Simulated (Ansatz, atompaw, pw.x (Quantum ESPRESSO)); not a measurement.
**From atom to crystal: PAW (atompaw) potential for aluminium**

* Element: aluminium
* Generator: atompaw 4.2.0.5
* Type: PAW
* Functional: PBE
* Relativity: scalar-relativistic
* Frozen core: [Ne]
* Valence charge: 3
* Reference configuration: 3s1.5 3p1.5
* Partial waves: 3s (bound): rc 2.50 bohr; 3s channel at 0.25 Ry: rc 2.50 bohr; 3p (bound): rc 2.00 bohr; 3p channel at 1.65 Ry: rc 2.50 bohr; 3d channel at 0.2 Ry: rc 2.50 bohr; 3d channel at 1.15 Ry: rc 2.50 bohr
* Local potential: troulliermartins scheme with l = 3 at 0.5 Ry, radius 2.04 bohr
* Core correction: smooth core density matched at 1.80 bohr
* Augmentation charge: besselshape compensation charge, radius 2.50 bohr; PAW radius 2.50 bohr; waves and projectors: custom polynom2 7 10 vanderbiltortho

Atomic tests: cutoffs needed: 8 Ry and 15 Ry (the cutoffs (Ry, on a coarse ladder) from which the occupation-weighted sum of valence levels, in a spherical-Bessel basis at the reference potential, stays within 10 and 1 mRy of its value at 400 Ry); ghost test: no extra level below or beside the all-electron valence levels (s, p, d, f tested) (spherical-Bessel basis up to 400 Ry, 20 bohr box); lowest eigenvalue of the overlap operator: 0.67 (p channel).

Crystal test: bcc Al in pw.x 7.5, no spin, 14³ k-points, Fermi–Dirac smearing 0.01 Ry, cutoffs 40/400 Ry. The reference is all-electron LAPW (Ansatz 0.2.0) with the same functional, mesh and smearing; V0 and B0 come from Birch–Murnaghan fits to the pressures at five volumes. Errors are pseudo minus all-electron; Δ is the rms difference of the E(V) curves that follow from these fits, minima aligned, over ±6 % about the mean V0. Mesh and smearing are coarse, so the numbers serve the comparison and aren't converged zero-temperature values; the lattice is a test structure that the element need not adopt.

All-electron: a0 = 3.237 Å (V0 = 16.96 Å³/atom), B0 = 68.4 GPa.

Problem. How far does the potential miss the all-electron equation of state?

Solution. mean pressure error (GPa): -0.11; a0 (Å): 3.235; a0 error (%): -0.06; B0 error (%): +1.1; Δ (meV/atom): 0.4.

```csv
V (Å³/atom),P all-electron (GPa),P pseudo (GPa)
16.098,4.02,3.92
16.521,1.91,1.81
16.945,0.07,-0.05
17.369,-1.53,-1.66
17.792,-2.94,-3.06
```

Problem. At the middle volume, how do free energy and pressure move when the wave cutoff is lowered (ecutrho held at 400 Ry)?

Solution.

```
cutoff (Ry)  shift of F (meV/atom)  shift of P (GPa)
         18                   +7.5             -0.08
         24                   +3.8             -0.01
         32                   +0.5             -0.02
```

The run at the middle volume (104 k-points, 13 iterations) took about 12 s on one core of a shared host (Intel(R) Xeon(R) 6975P-C, 192 threads, 756 GiB, load 114).
